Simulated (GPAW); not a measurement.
Something may be wrong with this GPAW 26.7.0 calculation of Zr.

File run.py:

```python
from ase.dft.bandgap import bandgap
from ase.io import read, write
from gpaw import GPAW, PW, setup_paths
from gpaw.response.df import DielectricFunction

setup_paths.insert(0, '.')

atoms = read('POSCAR')

calc = GPAW(mode=PW(450),
            xc='PBE',
            kpts={'size': (5, 5, 3), 'gamma': True},
            occupations={'name': 'fermi-dirac', 'width': 0.05},
            setups={'Zr': 'jth'},
            nbands=-12,
            convergence={'density': 1e-06},
            maxiter=60,
            txt='gpaw.txt')
atoms.calc = calc
energy = atoms.get_potential_energy()
calc.write('gs.gpw')
write('result.traj', atoms)
print(f'Energy: {energy:.6f} eV')
print('Fermi level:', round(calc.get_fermi_level(), 4), 'eV')
print(f'Gap: {bandgap(calc)[0]:.4f} eV, direct: {bandgap(calc, direct=True)[0]:.4f} eV')

dense = calc.fixed_density(kpts={'size': (6, 6, 3), 'gamma': True},
                           nbands=50, convergence={'bands': 44, 'eigenstates': 1e-7},
                           update_fermi_level=True, txt='dense.txt')
dense.write('dense.gpw')

df = DielectricFunction('dense.gpw', frequencies={'type': 'nonlinear', 'domega0': 0.05, 'omega2': 10},
                        eta=0.1, ecut=60, nbands=44, rate='eta', txt='df.txt')
for direction in ['x', 'z']:
    df.get_dielectric_function(xc='RPA', direction=direction, filename=f'df_{direction}.csv')
```

POSCAR

```
Zr
1.0
    3.2320000000      0.0000000000      0.0000000000
   -1.6160000000      2.7989941050      0.0000000000
    0.0000000000      0.0000000000      5.1470000000
Zr
2
Direct
    0.6666666667      0.3333333333      0.7500000000
    0.3333333333      0.6666666667      0.2500000000
```

Potentials or basis: JTH PAW 2.0, PBE, pw.

Command:

```sh
$ OMP_NUM_THREADS=1 python run.py
```

gpaw.txt:

```text
__  _  _
 | _ |_)|_||  |
 |__||  | ||/\| - 26.7.0

Input parameters:
  mode=PW(ecut=450.00000000000006),
  convergence={'density': 1e-06},
  kpts=MonkhorstPack(size=(5, 5, 3), gamma=True),
  maxiter=60,
  nbands=-12,
[... 195 lines left out ...]
|         11 |         9.337 |     0.000 |
|         12 |         9.479 |     0.000 |
|         13 |         9.640 |     0.000 |
|         14 |        10.030 |     0.000 |
|         15 |        10.030 |     0.000 |
|         16 |        10.598 |     0.000 |
|         17 |        10.598 |     0.000 |
|        ... |               |           |
|         23 |        21.818 |     0.000 |

No gap
No difference between direct/indirect transitions
# Writing to gs.gpw (mode='')
```

On the terminal:

```text
Energy: -16.850320 eV
Fermi level: 8.3436 eV
Gap: 0.0000 eV, direct: 0.0000 eV
TypeError: 'NoneType' object is not subscriptable
```

What happened, and what is wrong with the input?

The program refused the input. The input holds a flaw that was put in on purpose: ground state written without wave functions.
